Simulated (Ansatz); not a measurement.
A plane-wave DFT run in Ansatz 0.2.0 (scalar-relativistic PAW potentials unless the input names others): input and command.

```yaml
crystal:
  lattice:
    - [4.6856631089, 0.0, 0.0]
    - [0.0, 4.6856631089, 0.0]
    - [0.0, 0.0, 4.9064535172]
  atoms:
    - { symbol: Si, position: [0.0, 0.0, 0.0] }
    - { symbol: Si, position: [0.5, 0.5, 0.5] }
    - { symbol: Mo, position: [0.25, 0.0, 0.5] }
    - { symbol: Mo, position: [0.5, 0.75, 0.0] }
    - { symbol: Mo, position: [0.75, 0.0, 0.5] }
    - { symbol: Mo, position: [0.5, 0.25, 0.0] }
    - { symbol: Mo, position: [0.0, 0.5, 0.75] }
    - { symbol: Mo, position: [0.0, 0.5, 0.25] }
basis:
  ecutwfc: 420
kpoints:
  mp_grid: { grid: [8, 8, 8] }
hamiltonian:
  xc: pbe
scf:
  max_iter: 75
output:
  forces: true
  eigenvalues: true
  stress: true
```

```bash
ansatz run input.yaml --threads 2 --pin off --max-ram 5120MiB --backend cpu --events-out ev --progress --plain --runs-dir out
```

What is wrong with this input?

The program refuses it, because of no occupation method (scf.occupations: {"method": "gaussian", "width": 0.15} → not typed). With the sound run's settings it is accepted.

Abridged log:
```
Error: YAML parse error: `scf.occupations.method` is required: fixed only where the cell keeps a band gap throughout the run, explicit beside scf.occupations.values (under evaluate: without them), else a smearing such as fermi_dirac (scf.occupations.width is optional; its entry in the input reference gives the default)
```